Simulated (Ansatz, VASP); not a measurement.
# Two plane-wave programs on SiSe3

```
CELL_PARAMETERS angstrom
5.98951 0.00000 0.00000
-2.99476 5.18707 0.00000
0.00000 0.00000 5.24048
ATOMIC_POSITIONS crystal
Si 0.33333 0.66667 0.25000
Si 0.66667 0.33333 0.75000
Se 0.82184 0.64367 0.25000
Se 0.17816 0.82184 0.75000
Se 0.35633 0.17816 0.25000
Se 0.17816 0.35633 0.75000
Se 0.82184 0.17816 0.25000
Se 0.64367 0.82184 0.75000
```

Alike in both runs: functional PBE; k mesh 9 × 9 × 8; occupations gaussian, width 0.1 eV; no spin polarisation.

Ansatz relaxed the structure, and its values are those at the end. VASP's run is a single point on that final structure, the one shown.

|  | VASP | Ansatz |
| --- | --- | --- |
| version | VASP 6.6.1 | Ansatz 0.2.0 |
| potentials or method | VASP PAW PBE potentials, release 64 (Si, Se) | scalar-relativistic, plane waves, PAW |
| plane-wave cutoff (eV) | 520 | 420 |
| valence electrons in the cell | 44 | 104 |

|  | VASP | Ansatz | Ansatz less VASP |
| --- | --- | --- | --- |
| gap on the k mesh at the Fermi level (eV) | none | none | - |
| pressure (GPa) | 0.0 | 0.0 | -0.02 |

A gap of «none» marks a metal or a gap that the smearing closes. The two sets of potentials don't hold the same shells in valence.
